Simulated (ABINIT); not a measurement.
Crystal: WS2 (Tungstenite).

```
CELL_PARAMETERS angstrom
3.18000 0.00000 0.00000
-1.59000 2.75396 0.00000
0.00000 0.00000 12.50000
ATOMIC_POSITIONS crystal
W 0.66667 0.33333 0.75000
W 0.33333 0.66667 0.25000
S 0.66667 0.33333 0.37500
S 0.33333 0.66667 0.87500
S 0.66667 0.33333 0.12500
S 0.33333 0.66667 0.62500
```

| Item | Value |
| --- | --- |
| Program | ABINIT 10.8.3 (patched build) |
| Task | single point |
| Functional | PBE |
| Potentials or basis | JTH PAW PBE v2.0 |
| Cutoff | 544 eV |
| k mesh | 10 × 10 × 3 |
| Occupations | fermi-dirac, width 0.05 eV |
| Spin | no spin polarisation |

On this cell: pressure 2.3 GPa; largest force 0.148 eV/Å; band gap on the k mesh 1.12 eV, indirect (least direct gap 2.09 eV).

The same run follows on a disturbed copy (atoms moved at random, drawn with an rms of 0.05 Å):

```
W S
1.0
     3.18000    0.00000    0.00000
    -1.59000    2.75396    0.00000
     0.00000    0.00000   12.50000
W S
2 4
Cartesian
  1.6038 0.9147 9.3564
  0.0428 1.8620 3.1020
  1.5459 0.9056 4.6321
  -0.0016 1.8335 10.8725
  1.6324 0.9377 1.5269
  0.0472 1.8611 7.8303
```

Problem. What does the disturbed cell give?

Solution. The energy moves by +20.7 meV/atom; pressure 5.3 GPa; largest force 1.370 eV/Å; band gap on the k mesh 1.11 eV, indirect (least direct gap 1.90 eV).

Forces on the atoms (eV/Å):
```
W    0.191  0.335 -0.156
W   -0.966 -0.468 -0.851
S    0.926  0.386  0.854
S    0.170 -0.013  1.131
S    0.039  0.080  0.013
S   -0.360 -0.319 -0.990
```

Stress tensor (GPa, compression positive):
```
 3.17 -0.69  3.07
-0.69  4.13  1.31
 3.07  1.31  8.46
```

Caveats: spin-orbit coupling is left out, which moves the levels of the heavy elements; an odd mesh through Γ misses points on the zone boundary, where band edges often lie; this functional lacks dispersion, which binds the layers, so the pressure and a relaxed spacing across them are unreliable (some runs).
